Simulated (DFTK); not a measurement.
Crystal: ZrS2.

```xyz
3
Lattice="3.6914 0.0000 0.0000 -1.8457 3.1968 0.0000 0.0000 0.0000 6.0411" Properties=species:S:1:pos:R:3 pbc="T T T"
Zr    0.0000    0.0000    0.0000
S     0.0000    2.1312    1.4372
S     1.8457    1.0656    4.6038
```

The cell is a database's computed one.

Base run:

| Quantity | Value |
| --- | --- |
| Program | DFTK 0.8.2 |
| Functional | r2SCAN |
| Potentials or basis | SG15 1.2 (PBE) |
| Cutoff | 1225 eV |
| k mesh | 6 × 6 × 4 |
| Occupations | fermi-dirac, width 0.05 eV |
| Spin | no spin polarisation |

Its results: band gap on the k mesh 1.41 eV, indirect (least direct gap 2.00 eV); pressure 0.0 GPa; largest force 0.027 eV/Å.

Question: After a change of settings the same cell gave: band gap on the k mesh 1.01 eV, indirect (least direct gap 1.59 eV); pressure -1.5 GPa; largest force 0.130 eV/Å. Which change was it?
A. functional from r2SCAN to LDA
B. functional from r2SCAN to AM05
C. functional from r2SCAN to RPBE
D. functional from r2SCAN to BLYP

Answer: B.

r2SCAN gives the wider gap, since meta-GGAs in the generalised Kohn-Sham scheme recover part of the derivative discontinuity.

Caveats: the potentials were made for another functional, which shifts forces and pressure; this functional lacks dispersion, which binds the layers, so the pressure and a relaxed spacing across them are unreliable (some runs).

Runs at the PBE level aren't shown here.
